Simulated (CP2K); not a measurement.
The system is GaN.

```
Ga N
1.0
     3.18693    0.00000    0.00000
     1.59347    2.75996    0.00000
     1.59347    0.91999    2.60212
Ga N
1 1
Direct
  0.00000 0.00000 0.00000
  0.25000 0.25000 0.25000
```

The cell is a database's computed one.

Program: CP2K 2026.2. Alike in all runs: task band structure; no spin polarisation; cell as given; k mesh 10 × 10 × 10.

Task: Order these runs on this cell by their pressure, lowest first.
A. level PBEsol; potentials or basis POTENTIAL_UZH Ga GTH-PBE-q13, N GTH-PBE-q5; TZVP-MOLOPT-PBE-GTH basis; smearing fermi-dirac 0.01 eV; EPS_DEFAULT 1.0E-10; NGRIDS 5; bands added on the path 2
B. level PBE; potentials or basis POTENTIAL_UZH Ga GTH-PBE-q13, N GTH-PBE-q5; TZVP-MOLOPT-PBE-GTH basis; smearing fermi-dirac 0.05 eV; EPS_DEFAULT 1.0E-10; NGRIDS 4; bands added on the path 4
C. level LDA; potentials or basis GTH_POTENTIALS Ga GTH-PADE-q13, N GTH-PADE-q5; TZVP-MOLOPT-PBE-GTH basis; smearing fermi-dirac 0.01 eV; EPS_DEFAULT 1.0E-9; NGRIDS 5; bands added on the path 4

Result: C (-4.2 GPa), A (1.7 GPa), B (7.1 GPa).

Caveats: the basis of atomic orbitals isn't converged, which shifts pressures, moduli and gaps; the real-space grid breaks the cell's symmetry a little (some runs); the potentials were made for another functional, which shifts forces and pressure (some runs).

Not every run made on this cell is shown here.
